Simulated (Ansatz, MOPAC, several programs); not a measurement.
Energy against volume for La2O3 (started from an entry of an open crystallographic database), at fixed shape and fractional coordinates, computed by several methods (PBE and r2SCAN, where shown, with plane waves in Ansatz); the cell shown is that of r2SCAN. With free coordinates or axes held, a curve is too stiff, and on another method's shape its minimum isn't the method's own volume. Space group P6/mmm (No. 191), hexagonal; conventional cell a = 6.355 Å, c = 3.279 Å, 22.93 Å³ an atom. La is surrounded by 6 O at 2.46 Å; O is surrounded by 4 La at 2.46 Å. Calculated for a static, non-magnetic cell. Energies count from each curve's lowest point; fits are third-order Birch-Murnaghan.

```xyz
5
Lattice="6.3546 0.0000 0.0000 -3.1773 5.5032 0.0000 0.0000 0.0000 3.2787" Properties=species:S:1:pos:R:3 pbc="T T T"
La    0.0000    3.6688    1.6396
La    3.1773    1.8344    1.6391
O     1.5886    2.7516    0.0000
O     3.1773    0.0000    0.0000
O    -1.5886    2.7516    0.0000
```

**Question.** PBE, on the shape of its own relaxed cell, gives
```tsv
V (Å³/atom)	E (meV/atom)
21.726	26.69
22.419	6.31
23.113	0.00
23.806	5.65
24.499	21.55
```
What equilibrium volume and bulk modulus follow?

**Answer.** V₀ = 23.11 Å³ an atom and B₀ = 92 GPa.

light PBE (260 eV, its own mesh), on the shape of the cell shown:

| V (Å³/atom) | E (meV/atom) |
| --- | --- |
| 21.097 | 63.81 |
| 22.015 | 36.25 |
| 22.932 | 3.78 |
| 23.849 | 0.00 |
| 24.766 | 23.42 |
| 25.684 | 63.09 |

The points scatter about a smooth fit, as a low cutoff and a light mesh can make them, so no fit is quoted.

**Question.** r2SCAN, on the shape of its own relaxed cell, gives
```tsv
V (Å³/atom)	E (meV/atom)
21.556	28.23
22.244	6.69
22.932	0.00
23.620	6.00
24.308	22.84
```
What equilibrium volume and bulk modulus follow?

**Answer.** V₀ = 22.93 Å³ an atom and B₀ = 98 GPa.

PM7 (MOPAC), on the shape of the cell shown, as a cluster of 60 atoms at the zone centre:

| V (Å³/atom) | E (meV/atom) |
| --- | --- |
| 20.180 | 27.21 |
| 21.556 | 0.00 |
| 22.932 | 34.46 |
| 24.308 | 114.13 |
| 25.684 | 232.95 |

The points scatter about a smooth fit, so no fit is quoted.
